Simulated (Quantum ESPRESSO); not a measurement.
Ti2C:

```
CELL_PARAMETERS angstrom
1.54070 0.88952 4.81377
-1.54070 0.88952 4.81377
0.00000 -1.77905 4.81377
ATOMIC_POSITIONS crystal
Ti 0.75450 0.75450 0.75450
Ti 0.24550 0.24550 0.24550
C 0.50000 0.50000 0.50000
```

The cell comes from a database or a generator and needn't be the stable form of this composition.

Base run:

| Quantity | Value |
| --- | --- |
| Program | Quantum ESPRESSO 7.5 |
| Functional | PBEsol |
| Potentials or basis | GBRV 1.5 PBEsol |
| Cutoff | 612 eV |
| Density cutoff | 4898 eV |
| k mesh | 10 × 10 × 10 |
| Occupations | fermi-dirac, width 0.05 eV |
| Spin | no spin polarisation |

Its results: band gap on the k mesh none (metal or under the smearing width); pressure -4.7 GPa; largest force 0.184 eV/Å.

The run is repeated on the same cell with these changes: functional from PBEsol to LDA; potentials or basis from GBRV 1.5 PBEsol to GBRV 1.5 LDA. What comes out?

Band gap on the k mesh none (metal or under the smearing width); pressure -9.1 GPa; largest force 0.354 eV/Å.
